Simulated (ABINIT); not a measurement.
A run of ABINIT 10.8.3 (patched build) is set up as follows.

Contents of run.abi:

```
# Datasets: one volume each
ndtset 7
getwfk -1
scalecart1 3*0.9795861087
scalecart2 3*0.9864848297
scalecart3 3*0.9932883884
scalecart4 3*1.0000000000
scalecart5 3*1.0066227096
scalecart6 3*1.0131594038
scalecart7 3*1.0196128224

# Pseudopotentials
pp_dirpath "./"
pseudos "Au.GGA_PBE-JTH.xml"

# Structure
acell 5.4384893002 5.4384893002 5.4384893002
rprim
     0.0000000000     0.7071067812     0.7071067812
     0.7071067812     0.0000000000     0.7071067812
     0.7071067812     0.7071067812     0.0000000000
ntypat 1
znucl 79
natom 1
typat 1
xred
     0.0000000000     0.0000000000     0.0000000000

# Plane-wave basis
ecut 25.0
pawecutdg 47.0

# k points
kptopt 1
ngkpt 11 11 11
nshiftk 1
shiftk 0.0 0.0 0.0

# Exchange and correlation
ixc -106131
vdw_xc 7

# Bands and occupations
nband 10
occopt 3
tsmear 0.05 eV

# SCF cycle
nstep 100
tolvrs 1.0e-9

# Output
iomode 3
prtwf 1
prtden 0
prteig 0
prtebands 0
enunit 1
```

Potentials or basis: JTH PAW PBE v2.0.

Launch:

```sh
$ abinit run.abi > log 2>&1
```

(1) Estimate the equilibrium volume.

(2) What does it give for the pressure derivative of the bulk modulus?

Answers

(1) 17.61 Å³/atom.

(2) 6.0.

Caveat: pressures at fixed basis lie under the slope of the energies; the PAW data sets were made with another functional, which shifts forces and pressure a little.

**Measured values to compare with.**

From “Exploring toroidal anvil profiles for larger sample volumes above 4 Mbar”, 2024, pmc:11102561, for a bulk crystal of Au: bulk modulus 167 GPa.

A measured bulk modulus of Au is 167 GPa (quoted in “Exploring toroidal anvil profiles for larger sample volumes above 4 Mbar”, 2024, pmc:11102561); the calculated 152 GPa misses it by -9.2 %. The fit is for a static lattice scaled at fixed shape and fixed fractional positions.
